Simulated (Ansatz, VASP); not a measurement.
## Pd in VASP and in Ansatz

INCAR

```
SYSTEM = Pd
PREC = Accurate
ENCUT = 520
EDIFF = 1E-6
ISMEAR = -1
SIGMA = 0.1
LREAL = .False.
LASPH = .True.
NELM = 60
ALGO = Normal
ISIF = 2
LWAVE = .False.
LCHARG = .False.
GGA = PS
NBANDS = 11
```

Contents of KPOINTS:

```
regular mesh
0
Gamma
  12 12 12
  0 0 0
```

POSCAR

```
Pd
1.0
    0.0000000000      1.9593911042      1.9593911042
    1.9593911042      0.0000000000      1.9593911042
    1.9593911042      1.9593911042      0.0000000000
Pd
1
Direct
    0.0000000000      0.0000000000      0.0000000000
```

Input for Ansatz:

```yaml
crystal:
  lattice:
    - [0.0, 1.95939110415876, 1.95939110415876]
    - [1.95939110415876, 0.0, 1.95939110415876]
    - [1.95939110415876, 1.95939110415876, 0.0]
  atoms:
    - { symbol: Pd, position: [0.0, 0.0, 0.0] }
basis:
  ecutwfc: 500.0
kpoints:
  mp_grid:
    grid: [12, 12, 12]
hamiltonian:
  xc: pbesol
scf:
  occupations:
    method: fermi_dirac
    width: 0.1
output:
  stress: true
```

Alike in both runs: task single point; functional PBEsol; k mesh 12 × 12 × 12; occupations fermi-dirac, width 0.1 eV; no spin polarisation.

|  | VASP | Ansatz |
| --- | --- | --- |
| version | VASP 6.6.1 | Ansatz 0.2.0 |
| potentials or method | VASP PAW PBE potentials, release 64 (Pd) | plane waves, PAW |
| plane-wave cutoff (eV) | 520 | 500 |
| valence electrons in the cell | 10 | 18 |

Ansatz gave:

```
pressure (GPa) : -6.1
```

Task: What did VASP give for the same quantities?

Result: Pressure (GPa): -6.4.

The two sets of potentials don't hold the same shells in valence.

Caveats: the PAW data sets were made with another functional, which shifts forces and pressure a little (VASP).
